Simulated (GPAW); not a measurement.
SiC in GPAW: convergence with response cutoff (eV)

Input of the first run (response cutoff (eV) 10); the others differ in this setting and in those tied to it:

File run.py:

```python
import numpy as np
from ase.dft.bandgap import bandgap
from ase.io import read, write
from gpaw import GPAW, PW
from gpaw.response.df import DielectricFunction

atoms = read('SiC.xyz')

calc = GPAW(mode=PW(600),
            xc='LDA',
            kpts={'size': (8, 8, 2), 'gamma': True},
            occupations={'name': 'fermi-dirac', 'width': 0.001},
            nbands=32,
            convergence={'density': 1e-06},
            maxiter=150,
            txt='gpaw.txt')
atoms.calc = calc
energy = atoms.get_potential_energy()
calc.write('gs.gpw')
write('result.traj', atoms)
print(f'Energy: {energy:.6f} eV')
print('Fermi level:', round(calc.get_fermi_level(), 4), 'eV')
print(f'Gap: {bandgap(calc)[0]:.4f} eV, direct: {bandgap(calc, direct=True)[0]:.4f} eV')

for size in [(8, 8, 2)]:
    name = 'x'.join(str(n) for n in size)
    dense = calc.fixed_density(kpts={'size': size, 'gamma': True},
                               nbands=118, convergence={'bands': 112},
                               update_fermi_level=True, txt=f'dense-{name}.txt')
    dense.write(f'{name}.gpw', mode='all')
    df = DielectricFunction(f'{name}.gpw', frequencies=np.array([0.0]), hilbert=False, eta=0.001,
                            ecut=10, nbands=112, intraband=False, txt=f'df-{name}.txt')
    for xc in ['RPA']:
        for direction in ['x', 'y', 'z', [0, 1, 1], [1, 0, 1], [1, 1, 0]]:
            e0, e = df.get_macroscopic_dielectric_constant(xc=xc, direction=direction)
            print(f'{name} {xc} {direction}: {e0:.4f} without, {e:.4f} with local fields')
```

SiC.xyz

```xyz
8
Lattice="3.1556178092 0.0000000000 0.0000000000 -1.5778089045 2.7328451874 0.0000000000 0.0000000000 0.0000000000 10.3323379490" Properties=species:S:1:pos:R:3 pbc="T T T"
Si     0.0000000000      0.0000000000      1.9413882329
Si     0.0000000000      0.0000000000      7.1075572074
Si    -0.0000000001      1.8218967917      4.5239313056
Si     1.5778089048      0.9109483957      9.6901002801
C      0.0000000000      0.0000000000      0.0047533921
C      0.0000000000      0.0000000000      5.1709223666
C     -0.0000000001      1.8218967917      2.5810447804
C      1.5778089048      0.9109483957      7.7472137549
```

Potentials or basis: the program's PAW data sets (release 1.2.1) made for this functional, pw.

Command:

```sh
$ OMP_NUM_THREADS=1 python run.py
```

The cell isn't the ideal one: volume scaled by 1.08.

The cell is a database's computed one.

Hardware: 1 thread of Arm Neoverse V1 (shared host).

| response cutoff (eV) | dielectric constant | SCF cycles | CPU time (s) | peak memory (GiB) |
| --- | --- | --- | --- | --- |
| 10 | 7.664 | 12 | 490 | 0.49 |
| 20 | 7.664 | 12 | 490 | 0.5 |
| 30 | 7.280 | 12 | 490 | 0.5 |
| 50 | 7.277 | 12 | 530 | 0.5 |
| 80 | 7.149 | 12 | 530 | 0.51 |
| 120 | 7.015 | 12 | 500 | 0.52 |
| 160 | 7.003 | 12 | 500 | 0.54 |

Against the tightest run, the dielectric constant stays within 0.05 from 120 on. The tightest run that finished is the yardstick and may itself not be fully converged.

Caveat, for the tightest run too: the long-wavelength limit can be off by a per cent or two.
